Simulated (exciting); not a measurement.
A run of exciting (release sodium):

File input.xml:

```xml
<input>
  <title>Hf</title>
  <structure speciespath="./" tshift="false">
    <crystal scale="1">
      <basevect>-0.082152063816 4.171526956411 4.182636656297</basevect>
      <basevect>4.087027852748 -0.080644062368 4.181128654850</basevect>
      <basevect>4.104500260496 4.187491362711 -0.098116470117</basevect>
    </crystal>
    <species speciesfile="Hf.xml" rmt="2.3">
      <atom coord="0.001931000000 -0.011219000000 -0.003422000000"/>
    </species>
  </structure>
  <groundstate do="fromscratch" ngridk="10 10 10" rgkmax="9" gmaxvr="14" lmaxapw="10" lmaxmat="10" lmaxvr="8" xctype="GGA_PBE" stype="Fermi Dirac" swidth="0.00183747" nempty="12" ValenceRelativity="iora*" epsengy="1e-05" epspot="1e-05" maxscl="60" tforce="true" outputlevel="normal"/>
</input>
```

Potentials or basis: all-electron LAPW+lo, shipped species files, valence relativity iora*.

Command:

```bash
$ OMP_NUM_THREADS=1 exciting_smp
```

Hardware: 1 thread of Arm Neoverse V2 (shared host).

Question: How long does it take, and how much memory?

Answer: It took 5.2 min on 1 thread of Arm Neoverse V2 (shared host), peak memory 0.11 GiB. Counts: scf iterations 12, plane waves 159.
